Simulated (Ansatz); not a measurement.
A plane-wave DFT run in Ansatz 0.2.0 (scalar-relativistic PAW potentials unless the input names others): input and command.

```yaml
crystal:
  lattice:
    - [2.9004352003, 0.0, 0.0]
    - [-1.4502176001, 2.5118505655, 0.0]
    - [0.0, 0.0, 4.7746300647]
  atoms:
    - { symbol: Ti, position: [0.3333333333, 0.6666666667, 0.25] }
    - { symbol: Ti, position: [0.6666666667, 0.3333333333, 0.75] }
basis:
  ecutwfc: 420
kpoints:
  mp_grid: { grid: [24, 24, 14] }
hamiltonian:
  xc: pbesol
scf:
  occupations: { method: gaussian, width: 0.15 }
  mixing: { preconditioner: local_kerker }
output:
  forces: true
  eigenvalues: true
  stress: true
```

```bash
ansatz run input.yaml --threads 2 --pin off --max-ram 5120MiB --backend cpu --events-out ev --progress --plain --runs-dir out
```

Abridged log:
```
Basis set: ecut = 420 eV, 699 PW (Γ), exchange–correlation on 40×40×64 points (8 copies of the dense FFT grid, shifted against one another)
Bands: 16, of which v1, the nominal top of the filled ones, is band 12 counted from 1 (11 counted from 0)
Symmetry: 24 space group operations
k-points: 488 of 8064
SCF iter   1: F=—  HF=-4947.778145 eV  |F-HF|=—  |Δ(HF+E_count)|=         —  Δρ=7.60e-3  dr2=1.50e-2  ethr=1.77e-3  ⟨swp⟩=3.3  Hψ=30239  notcnv=0
SCF iter   2: F=—  HF=-4947.773290 eV  |F-HF|=—  |Δ(HF+E_count)|=   4.85e-3  Δρ=2.39e-3  dr2=1.08e-3  ethr=6.26e-5  ⟨swp⟩=2.8  Hψ=17182  notcnv=0
SCF iter   3: F=—  HF=-4947.773109 eV  |F-HF|=—  |Δ(HF+E_count)|=   1.81e-4  Δρ=7.11e-4  dr2=5.60e-5  ethr=4.50e-6  ⟨swp⟩=2.0  Hψ=9620  notcnv=0
SCF iter   4: F=—  HF=-4947.773158 eV  |F-HF|=—  |Δ(HF+E_count)|=   4.89e-5  Δρ=9.02e-5  dr2=1.32e-6  ethr=2.33e-7  ⟨swp⟩=2.0  Hψ=9559  notcnv=0
SCF iter   5: F=-4947.773158 eV  HF=-4947.773158 eV  |F-HF|=1.32e-8  |Δ(HF+E_count)|=   6.62e-7  Δρ=1.62e-5  dr2=5.97e-8  ethr=5.50e-9  ⟨swp⟩=2.0  Hψ=9279  notcnv=0
SCF iter   6: F=-4947.773158 eV  HF=-4947.773158 eV  |F-HF|=9.30e-10  |Δ(HF+E_count)|=   1.51e-9  Δρ=2.86e-6  dr2=2.07e-9  ethr=2.49e-10  ⟨swp⟩=2.0  Hψ=24064  notcnv=0
SCF 1 converged in 6 iterations: F = -4947.773158 eV  dr2 = 2.07e-9
SCF converged after 6 iterations
Free energy (F): -4947.773158 eV
Harris-Foulkes:  -4947.773158 eV  (|F-HF|=9.30e-10)
Internal energy: -4947.749084 eV  (E = F + TS)
E sigma→0 (E₀):  -4947.761121 eV
Entropy (-TS):   -0.024074 eV (-12.037 meV/atom)
Fermi energy:    13.217087 eV
--- Forces (eV/Å), atoms counted from 1 ---
  atom   1  Ti     0.00000000     0.00000000     0.00000000
  atom   2  Ti     0.00000000     0.00000000     0.00000000
--- Stress (GPa, compression-positive) ---
       -2.943216       0.000000       0.000000
        0.000000      -2.943216       0.000000
        0.000000       0.000000      -7.170343
  P = ⅓ Tr σ = -4.3523 GPa (-43.523 kbar)
```

Apart from outputs and empty bands, the input differs from a reference run on usual settings in scf.mixing.preconditioner: not typed → "local_kerker". The reference, at the same geometry (not necessarily relaxed), gave pressure -4.35 GPa, largest force 0.000 eV/Å, no gap on the mesh. This run converged in 6 SCF iterations (reference: 6) with an energy at zero smearing within 0.01 meV/atom of the reference's, pressure -4.35 GPa, largest force 0.000 eV/Å, no gap on the mesh.

It took 2.3 s on 2 threads of AMD EPYC 9R45 96-Core Processor (Zen 5) (shared host), peak memory 0.55 GiB.